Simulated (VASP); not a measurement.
# AlP (F-43m) in VASP: a series of runs, part 2 of 2

VASP 6.6.1.

## (3) Single point, PBE

Contents of INCAR:

```
PREC = Accurate ; ENCUT = 500
EDIFF = 1E-6 ; ISMEAR = 0
SIGMA = 0.01 ; LREAL = F
LASPH = T ; NELM = 120
ALGO = Normal ; ISIF = 2
LWAVE = F ; LCHARG = F
GGA = PE ; NBANDS = 11
GGA_COMPAT = F
```

Contents of KPOINTS:

```
regular mesh
0
Gamma
  10 10 10
```

Contents of POSCAR:

```
AlP
1.0
    0.0000000000      2.7255000000      2.7255000000
    2.7255000000      0.0000000000      2.7255000000
    2.7255000000      2.7255000000      0.0000000000
Al P
1 1
Direct
    0.0000000000      0.0000000000      0.0000000000
    0.2500000000      0.2500000000      0.2500000000
```

Potentials or basis: VASP PAW PBE potentials, release 64 (Al, P).

Command:

```
cat potpaw_PBE.64/Al/POTCAR potpaw_PBE.64/P/POTCAR > POTCAR
mpirun -np 1 vasp_std > vasp.out
```

OUTCAR:

```text
PREC = Accurate
   ENCUT = 500
   EDIFF = 1E-6
   ISMEAR = 0
   LREAL = F
   LASPH = T
   NELM = 120
   ISIF = 2
   GGA = PE

 ion  position               nearest neighbor table
   1  0.000  0.000  0.000-   2 2.36   2 2.36   2 2.36   2 2.36
   2  0.250  0.250  0.250-   1 2.36   1 2.36   1 2.36   1 2.36

  LATTYP: Found a face centered cubic cell.
 ALAT       =     5.4510000000

  Lattice vectors:

 A1 = (   0.0000000000,   2.7255000000,   2.7255000000)
 A2 = (   2.7255000000,   0.0000000000,   2.7255000000)
 A3 = (   2.7255000000,   2.7255000000,   0.0000000000)

Analysis of symmetry for initial positions (statically):
=====================================================================
 Subroutine PRICEL returns:
 Original cell was already a primitive cell.

 Routine SETGRP: Setting up the symmetry group for a
 face centered cubic supercell.

 Subroutine GETGRP returns: Found 24 space group operations
 (whereof 24 operations were pure point group operations)
 out of a pool of 48 trial point group operations.

The static configuration has the point symmetry T_d .

Analysis of symmetry for dynamics (positions and initial velocities):
=====================================================================
 Subroutine PRICEL returns:
 Original cell was already a primitive cell.

 Routine SETGRP: Setting up the symmetry group for a
 face centered cubic supercell.

 Subroutine GETGRP returns: Found 24 space group operations
 (whereof 24 operations were pure point group operations)
 out of a pool of 48 trial point group operations.

The dynamic configuration has the point symmetry T_d .

 Subroutine INISYM returns: Found 24 space group operations
 (whereof 24 operations are pure point group operations),
 and found     1 'primitive' translations

----------------------------------------------------------------------------------------

                                     Primitive cell

  volume of cell :      40.4919

  direct lattice vectors                    reciprocal lattice vectors
     0.000000000  2.725500000  2.725500000    -0.183452578  0.183452578  0.183452578
     2.725500000  0.000000000  2.725500000     0.183452578 -0.183452578  0.183452578
     2.725500000  2.725500000  0.000000000     0.183452578  0.183452578 -0.183452578

  length of vectors
     3.854439064  3.854439064  3.854439064     0.317749185  0.317749185  0.317749185

  position of ions in fractional coordinates (direct lattice)
     0.000000000  0.000000000  0.000000000
     0.250000000  0.250000000  0.250000000

  ion indices of the primitive-cell ions
   primitive index   ion index
                 1           1
                 2           2

----------------------------------------------------------------------------------------

 KPOINTS: regular mesh

Automatic generation of k-mesh.
 Grid dimensions read from file:
 generate k-points for:   10   10   10

 Generating k-lattice:

  Cartesian coordinates                     Fractional coordinates (reciprocal lattice)
    -0.018345258  0.018345258  0.018345258     0.100000000  0.000000000  0.000000000
     0.018345258 -0.018345258  0.018345258     0.000000000  0.100000000  0.000000000
     0.018345258  0.018345258 -0.018345258     0.000000000  0.000000000  0.100000000

  Length of vectors
     0.031774919  0.031774919  0.031774919

  Shift w.r.t. Gamma in fractional coordinates (k-lattice)
     0.000000000  0.000000000  0.000000000

 Subroutine IBZKPT returns following result:
 ===========================================

 Found     47 irreducible k-points:

 Following reciprocal coordinates:
            Coordinates               Weight
  0.000000  0.000000  0.000000      1.000000
  0.100000  0.000000  0.000000      8.000000
  0.200000  0.000000  0.000000      8.000000
  0.300000  0.000000  0.000000      8.000000
  0.400000  0.000000  0.000000      8.000000
  0.500000  0.000000  0.000000      4.000000
[... 16 lines left out ...]
  0.300000  0.300000  0.000000      6.000000
  0.400000  0.300000  0.000000     24.000000
 [... further k-points ...]
   k-points           NKPTS =     47   k-points in BZ     NKDIM =     47   number of bands    NBANDS=     11
   number of dos      NEDOS =    301   number of ions     NIONS =      2
   total plane-waves  NPLWV =  21952
   dimension x,y,z NGX =    28 NGY =   28 NGZ =   28
   dimension x,y,z NGXF=    56 NGYF=   56 NGZF=   56
   ions per type =               1   1
   NGX,Y,Z   is equivalent  to a cutoff of  12.08, 12.08, 12.08 a.u.
   NGXF,Y,Z  is equivalent  to a cutoff of  24.15, 24.15, 24.15 a.u.
 SYSTEM =  unknown system
   PREC   = accura    normal or accurate (medium, high low for compatibility)
   ISTART =      0    job   : 0-new  1-cont  2-samecut
   ICHARG =      2    charge: 1-file 2-atom 10-const
   ISPIN  =      1    spin polarized calculation?
   LNONCOLLINEAR =      F non collinear calculations
   LSORBIT =      F    spin-orbit coupling
   LASPH  =      T    aspherical Exc in radial PAW
   ENCUT  =  500.0 eV  36.75 Ry    6.06 a.u.   7.03  7.03  7.03*2*pi/ulx,y,z
   NELM   =    120;   NELMIN=  2; NELMDL= -5     # of ELM steps
   EDIFF  = 0.1E-05   stopping-criterion for ELM
   LREAL  =      F    real-space projection
   EDIFFG = 0.1E-04   stopping-criterion for IOM
   NSW    =      0    number of steps for IOM
   IBRION =     -1    ionic relax: 0-MD 1-quasi-New 2-CG
   NFREE  =      0    steps in history (QN), initial steepest desc. (CG)
   ISIF   =      2    stress and relaxation
   ISYM   =      2    0-nonsym 1-usesym 2-fastsym
   POTIM  = 0.5000    time-step for ionic-motion
   TEBEG  =    0.0;   TEEND  =   0.0 temperature during run
   PSTRESS=    0.0 pullay stress
   NELECT =       8.0000    total number of electrons
   NUPDOWN=      -1.0000    fix difference up-down
   EMIN   =  10.00;   EMAX   =-10.00  energy-range for DOS
   EFERMI =   0.00;   METHOD = LEGACY
   ISMEAR =     0;   SIGMA  =   0.01  broadening in eV -4-tet -1-fermi 0-gaus
   EFERMI_NEDOS =   21; number of points for ismear=-14 and -15
   IALGO  =     38    algorithm
   IMIX   =      4    mixing-type and parameters
     AMIX     =   0.40;   BMIX     =  1.00
     AMIX_MAG =   1.60;   BMIX_MAG =  1.00
  volume/ion in A,a.u.               =      20.25       136.63
  Fermi-wavevector in a.u.,A,eV,Ry     =   0.953488  1.801831 12.369596  0.909140
  Thomas-Fermi vector in A             =   2.082148
   LORBIT       =      0    0 simple, 1 ext, 2 COOP (PROOUT), +10 PAW based schemes
   GGA     = PE    functional components
   LHFCALC =     F    Hartree Fock is set to
   AEXX    =    0.0000 exact exchange contribution
   IVDW    =     0    specifies the selected vdW correction
   LEPSILON=     F    determine dielectric tensor
   LRPA    =     F    only Hartree local field effects (RPA)
 non-spin polarized calculation
 Gauss-broadening in eV      SIGMA  =   0.01
  energy-cutoff  :      500.00
  volume of cell :       40.49
 maximum number of plane-waves:      1056
   NGX = 13   NGY = 13   NGZ = 13

 number of electron       8.0000000 magnetization

 Free energy of the ion-electron system (eV)
  ---------------------------------------------------
  ext. energy  EPLUGINS =         0.00000000
  ---------------------------------------------------
  free energy    TOTEN  =       -10.36761661 eV

  energy without entropy =      -10.36761661  energy(sigma->0) =      -10.36761661

 E-fermi :   4.6687     XC(G=0):  -9.2284

 val. band max:        4.6251755112   @ k =   0.0000   0.0000   0.0000
 cond. band min:       6.1950979181   @ k =   0.5000   0.5000   0.0000
 fundamental gap:      1.5699224068
 Fermi energy:         4.6687058412

 k-point     1 :       0.0000    0.0000    0.0000
  band No.  band energies     occupation
      1      -6.9086      2.00000
      2       4.6252      2.00000
      3       4.6252      2.00000
      4       4.6252      2.00000
      5       7.9737      0.00000
      6       9.1942      0.00000
      7       9.1942      0.00000
      8       9.1942      0.00000
      9      13.4661      0.00000
     10      13.4661      0.00000
     11      14.9514      0.00000
[... 309 lines left out ...]
 k-point    24 :       0.4000    0.3000    0.0000
  band No.  band energies     occupation
      1      -5.2496      2.00000
      2       0.3201      2.00000
      3       2.5507      2.00000
      4       2.8748      2.00000
      5       7.0129      0.00000
      6       8.0801      0.00000
      7      12.6370      0.00000
      8      12.8929      0.00000
      9      15.2754      0.00000
     10      16.1461      0.00000
     11      18.2410      0.00000

 [... further k-points ...]

------------------------ aborting loop because EDIFF is reached ----------------------------------------

  FORCE on cell =-STRESS in cart. coord.  units (eV):
  Direction    XX          YY          ZZ          XY          YZ          ZX
  --------------------------------------------------------------------------------------
  -------------------------------------------------------------------------------------
  Total        0.6665817      0.6665817      0.6665817     -0.0000000      0.0000000      0.0000000
  in kB       26.3751775     26.3751775     26.3751775     -0.0000000      0.0000000      0.0000000
  external PRESSURE =      26.3751775 kB  Pullay stress =       0.0000000 kB

 VOLUME and BASIS-vectors are now :
 -----------------------------------------------------------------------------
  energy-cutoff  :      500.00
  volume of cell :       40.49
      direct lattice vectors                 reciprocal lattice vectors
     0.000000000  2.725500000  2.725500000    -0.183452578  0.183452578  0.183452578
     2.725500000  0.000000000  2.725500000     0.183452578 -0.183452578  0.183452578
     2.725500000  2.725500000  0.000000000     0.183452578  0.183452578 -0.183452578

 POSITION                                       TOTAL-FORCE (eV/Angst)
 -----------------------------------------------------------------------------------
      0.00000      0.00000      0.00000         0.000000     -0.000000     -0.000000
      1.36275      1.36275      1.36275        -0.000000      0.000000      0.000000
 -----------------------------------------------------------------------------------
    total drift:                               -0.000000     -0.000000     -0.000000

  FREE ENERGIE OF THE ION-ELECTRON SYSTEM (eV)
  ---------------------------------------------------
  free  energy   TOTEN  =       -10.3676166070 eV

  energy  without entropy=      -10.3676166070  energy(sigma->0) =      -10.36761661
```

OSZICAR:

```text
N       E                     dE             d eps       ncg     rms          rms(c)
DAV:   1     0.112679182384E+02    0.11268E+02   -0.29919E+03  1050   0.527E+02
DAV:   2    -0.986216175291E+01   -0.21130E+02   -0.20088E+02  1317   0.875E+01
DAV:   3    -0.107122027162E+02   -0.85004E+00   -0.84861E+00  1290   0.172E+01
DAV:   4    -0.107192815156E+02   -0.70788E-02   -0.70781E-02  1238   0.190E+00
DAV:   5    -0.107194061108E+02   -0.12460E-03   -0.12459E-03  1335   0.238E-01    0.454E+00
DAV:   6    -0.104108289623E+02    0.30858E+00   -0.61170E-01  1160   0.291E+00    0.289E+00
DAV:   7    -0.103671483427E+02    0.43681E-01   -0.22078E-01  1238   0.191E+00    0.146E+00
DAV:   8    -0.103675474635E+02   -0.39912E-03   -0.15277E-02  1212   0.603E-01    0.233E-01
DAV:   9    -0.103674581832E+02    0.89280E-04   -0.73807E-04  1236   0.149E-01    0.925E-02
DAV:  10    -0.103676111827E+02   -0.15300E-03   -0.22393E-04  1160   0.792E-02    0.106E-02
DAV:  11    -0.103676159395E+02   -0.47568E-05   -0.23931E-05  1304   0.225E-02    0.965E-03
DAV:  12    -0.103676166070E+02   -0.66756E-06   -0.15593E-06  1187   0.692E-03
   1 F= -.10367617E+02 E0= -.10367617E+02  d E =-.997856E-13
```

Run time: 32 s. Hardware: 1 thread of Intel Xeon 8259CL, shared host; peak memory 0.16 GiB.

Results:

```yaml
Free_energy: -10.3676 eV
Pressure: 2.6 GPa
Band_gap_on_the_k_mesh: 1.57 eV, indirect (least direct gap 3.35 eV)
```

Levels at points of the mesh, in eV from the valence-band top:
| k point | band 2 | band 3 | band 4 | band 5 | band 6 | band 7 |
| --- | --- | --- | --- | --- | --- | --- |
| (0.00, 0.00, 0.00) | 0.00 | 0.00 | 0.00 | 3.35 | 4.57 | 4.57 |
| (0.50, 0.00, 0.00) | -5.55 | -0.77 | -0.77 | 2.83 | 4.82 | 4.82 |
| (0.50, 0.50, 0.00) | -5.32 | -2.11 | -2.11 | 1.57 | 2.47 | 11.12 |

## (4) Comparison with measurements

Step 2. Against the measured gap of AlP, 2.505 eV (indirect; 4.2 K; a printed reference work, data compilation), the calculated 1.57 eV is off by -0.94 eV. The value is that of PBE on a finite k mesh, which can miss the band edges, without temperature or zero-point motion. Semilocal functionals fall short of measured gaps as a rule.

Step 3. Against the measured gap of AlP, 2.505 eV (indirect; 4.2 K; a printed reference work, data compilation), the calculated 1.57 eV is off by -0.94 eV. The value is that of PBE on a finite k mesh, which can miss the band edges, without temperature or zero-point motion. Semilocal functionals fall short of measured gaps as a rule.
